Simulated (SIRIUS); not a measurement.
# Sb (Im-3m) in SIRIUS: reference runs

How does Sb come out in PBEsol? The cell is run as given.

All numbers are computed with SIRIUS 7.12.0; they aren't measurements. Logs are shortened: lines on timing, memory, paths and dates and some standing lists are left out, and cuts for length are marked. The log counts tension as positive stress, the text compression.

**1. The crystal as given**

The structure is cubic, space group Im-3m (No. 229). Conventional cell: a = 3.743 Å, b = 3.743 Å, c = 3.743 Å, α = 90.00°, β = 90.00°, γ = 90.00°. Around Sb (site symmetry m-3m) lie 8 Sb at 3.24 Å.

This isn't the form of Sb at room conditions, which is rhombohedral.

**2. Single point, PBEsol**

sirius.json

```json
{
  "control": {
    "processing_unit": "cpu",
    "verbosity": 2,
    "num_bands_to_print": 14,
    "print_forces": true,
    "print_stress": true
  },
  "parameters": {
    "electronic_structure_method": "pseudopotential",
    "xc_functionals": ["XC_GGA_X_PBE_SOL", "XC_GGA_C_PBE_SOL"],
    "gk_cutoff": 9.0,
    "pw_cutoff": 18.0,
    "ngridk": [10, 10, 10],
    "shiftk": [0, 0, 0],
    "smearing": "fermi_dirac",
    "smearing_width": 0.0018374661,
    "num_bands": 14,
    "num_mag_dims": 0,
    "num_dft_iter": 100,
    "energy_tol": 1e-08,
    "density_tol": 1e-06
  },
  "iterative_solver": {
    "type": "davidson",
    "min_tolerance": 1e-10
  },
  "mixer": {
    "type": "anderson",
    "beta": 0.7,
    "max_history": 8
  },
  "settings": {
    "tol_ne": 1e-10,
    "pseudo_grid_cutoff": 6.5
  },
  "unit_cell": {
    "lattice_vectors": [
      [-3.536321760921, 3.536321760921, 3.536321760921],
      [3.536321760921, -3.536321760921, 3.536321760921],
      [3.536321760921, 3.536321760921, -3.536321760921]
    ],
    "atom_coordinate_units": "lattice",
    "atom_types": ["Sb"],
    "atom_files": {
      "Sb": "Sb.json"
    },
    "atoms": {
      "Sb": [
        [0.0, 0.0, 0.0]
      ]
    }
  }
}
```

Potentials or basis: PseudoDojo 0.4.1 PBEsol standard (scalar relativistic).

Launch:

```sh
$ upf_to_json Sb.upf
$ OMP_NUM_THREADS=1 sirius.scf --input=sirius.json --output=out.json --task=0
```

What it wrote:

```text
[info] SIRIUS version : 7.12.0
[info] number of MPI ranks           : 1
[info] MPI grid                      : 1 1
[info] maximum number of OMP threads : 1
[fft] FFT context for density and potential
[fft] =====================================
[fft]   comm size                             : 1
[fft]   plane wave cutoff                     : 18
[fft]   grid size                             : 40 40 40   total : 64000
[fft]   grid limits                           : -19 20   -19 20   -19 20
[fft]   number of G-vectors within the cutoff : 8775
[fft]   local number of G-vectors             : 8775
[fft]   number of G-shells                    : 474
[fft] FFT context for coarse grid
[fft] =====================================
[fft]   comm size                             : 1
[fft]   plane wave cutoff                     : 18
[fft]   grid size                             : 40 40 40   total : 64000
[fft]   grid limits                           : -19 20   -19 20   -19 20
[fft]   number of G-vectors within the cutoff : 8775
[fft]   local number of G-vectors             : 8775
[fft]   number of G-shells                    : 474
[unit cell] lattice vectors
[unit cell]   a1 :      -3.5363217609      3.5363217609      3.5363217609
[unit cell]   a2 :       3.5363217609     -3.5363217609      3.5363217609
[unit cell]   a3 :       3.5363217609      3.5363217609     -3.5363217609
[unit cell] reciprocal lattice vectors
[unit cell]   b1 :       0.0000000000      0.8883786222      0.8883786222
[unit cell]   b2 :       0.8883786222      0.0000000000      0.8883786222
[unit cell]   b3 :       0.8883786222      0.8883786222      0.0000000000
[unit cell] unit cell volume :       176.89489988 [a.u.^3]
[unit cell] 1/sqrt(omega)    :         0.07518693
[unit cell] MT volume        :         0.00000000 ( 0.00%)
[unit cell] IT volume        :       176.89489988 (100.00%)
[unit cell] number of atom types : 1
[unit cell] type id : 0 symbol : Sb mt_radius :  14.330000 num_atoms : 1
[unit cell] total number of atoms : 1
[unit cell] number of symmetry classes : 1
[unit cell] number of PAW atoms : 0
[unit cell] atom id  type id  class id             position                      vector_field
[unit cell] ------------------------------------------------------------------------------------------
[unit cell]      0        0        0      0.00000   0.00000   0.00000      0.00000   0.00000   0.00000
[unit cell] atom id         position (Cartesian, a.u.)
[unit cell] ---------------------------------------------
[unit cell]      0       0.000000    0.000000    0.000000
[unit cell] class id : 0 atom id : 0
[unit cell] minimum bond length:     6.125089
[unit cell] total number of pseudo wave-functions: 9
[sym] space group number   : 229
[sym] international symbol : Im-3m
[... 246 lines left out ...]
[find] Charges and magnetic moments
[find] --------------------------------------------------------------------------------
[find] total charge          : 15.000000
[find] Energy
[find] --------------------------------------------------------------------------------
[find] valence_eval_sum               :      -4.84783532
[find] <rho|V^{XC}>                   :     -13.84502774
[find] <rho|E^{XC}>                   :     -22.51684753
[find] <mag|B^{XC}>                   :       0.00000000
[find] <rho|V^{H}>                    :      38.73837097
[find] one-electron contribution      :     -29.74117855 (Ha),     -59.48235709 (Ry)
[find] hartree contribution           :      19.36918548
[find] xc contribution                :     -22.51684753
[find] ewald contribution             :     -57.88695016
[find] PAW contribution               :       0.00000000
[find] smearing (-TS)                 :      -0.00032908
[find] SCF correction                 :       0.00000036
[find] Total energy                   :     -90.77579040 (Ha),    -181.55158081 (Ry)
[find] Free energy (E-TS)             :     -90.77611949 (Ha),    -181.55223897 (Ry)
[find] band gap (eV)                  :       0.00000000
[find] Efermi                         :       0.45513598
[find] iteration : 8, RMS (target) : 6.1770e-07 (1.0000e-06) , energy difference (target) : -1.3556e-09 (1.0000e-08)
[find] bands are converged : true
[find] iterative solver converged : false
[find] converged after 9 SCF iterations!
[find] Charges and magnetic moments
[find] --------------------------------------------------------------------------------
[find] total charge          : 15.000000
[find] Energy
[find] --------------------------------------------------------------------------------
[find] valence_eval_sum               :      -4.84783532
[find] <rho|V^{XC}>                   :     -13.84502774
[find] <rho|E^{XC}>                   :     -22.51684753
[find] <mag|B^{XC}>                   :       0.00000000
[find] <rho|V^{H}>                    :      38.73837097
[find] one-electron contribution      :     -29.74117855 (Ha),     -59.48235709 (Ry)
[find] hartree contribution           :      19.36918548
[find] xc contribution                :     -22.51684753
[find] ewald contribution             :     -57.88695016
[find] PAW contribution               :       0.00000000
[find] smearing (-TS)                 :      -0.00032908
[find] SCF correction                 :       0.00000036
[find] Total energy                   :     -90.77579040 (Ha),    -181.55158081 (Ry)
[find] Free energy (E-TS)             :     -90.77611949 (Ha),    -181.55223897 (Ry)
[find] band gap (eV)                  :       0.00000000
[find] Efermi                         :       0.45513598
[ground_state] === stress tensor components [kbar] ===
[ground_state] === stress_kin ===
[ground_state] -58990.402220    0.000000   -0.000000
[ground_state]     0.000000-58990.402220   -0.000000
[ground_state]    -0.000000   -0.000000-58990.402220
[ground_state] === stress_har ===
[ground_state] -10738.222469    0.000000   -0.000000
[ground_state]     0.000000-10738.222469    0.000000
[ground_state]    -0.000000    0.000000-10738.222469
[ground_state] === stress_ewald ===
[ground_state] 32092.363898   -0.000000   -0.000000
[ground_state]    -0.00000032092.363898    0.000000
[ground_state]    -0.000000    0.00000032092.363898
[ground_state] === stress_vloc ===
[ground_state]  4693.487610    0.000000    0.000000
[ground_state]     0.000000 4693.487610    0.000000
[ground_state]     0.000000    0.000000 4693.487610
[ground_state] === stress_xc ===
[ground_state] -14241.946225    0.000000    0.000000
[ground_state]     0.000000-14241.946225   -0.000000
[ground_state]     0.000000   -0.000000-14241.946225
[ground_state] === stress_core ===
[ground_state] 21988.001301    0.000000    0.000000
[ground_state]     0.00000021988.001301   -0.000000
[ground_state]     0.000000   -0.00000021988.001301
[ground_state] === stress_nonloc ===
[ground_state] 25196.608515    0.000000    0.000000
[ground_state]     0.00000025196.608515    0.000000
[ground_state]     0.000000    0.00000025196.608515
[ground_state] === stress_us_nl ===
[ground_state] 25196.608515    0.000000    0.000000
[ground_state]     0.00000025196.608515    0.000000
[ground_state]     0.000000    0.00000025196.608515
[ground_state] === stress_total ===
[ground_state]    -0.109591   -0.000000   -0.000000
[ground_state]    -0.000000   -0.109591   -0.000000
[ground_state]    -0.000000   -0.000000   -0.109591
[ground_state] ==== total Forces in Ha/bohr =====
[ground_state] atom:    0, force:       0.0000000      0.0000000      0.0000000
[... 8 lines left out ...]
[ground_state] ==== Ewald forces from ions =====
[ground_state] atom:    0, force:       0.0000000      0.0000000      0.0000000
[~DFT_ground_state] local op. applied: 13972
[~DFT_ground_state] evp. work count: 4037.35
[~DFT_ground_state] number of iterative solver steps: 1296
```

Run time: 13 s. Hardware: 1 thread of Intel Xeon 6975P-C (Granite Rapids), shared host; peak memory 0.21 GiB.

What came out:

| Item | Value |
| --- | --- |
| Free energy | -2470.1440 eV |
| Pressure | 0.0 GPa |
| Band gap on the k mesh | none (metal or under the smearing width) |

The run has no spin-orbit coupling, so splittings on Sb are missing.
